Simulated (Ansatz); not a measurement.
Harmonic frequencies (cm⁻¹) at PBE0-D4/def2-TZVP from Ansatz: 211, 369, 411, 805, 879, 909, 1001, 1047, 1134, 1162, 1171, 1191, 1306, 1396, 1446, 1474, 1489, 1538, 3051, 3099, 3112, 3123, 3142, 3187.

(1) Which molecule is it?
A. `CC(C)=O`
B. `CC1CO1`
C. `C[C@@H]1O[C@H]1F`
D. `C/C=C/O`

## Answers

(1) B.
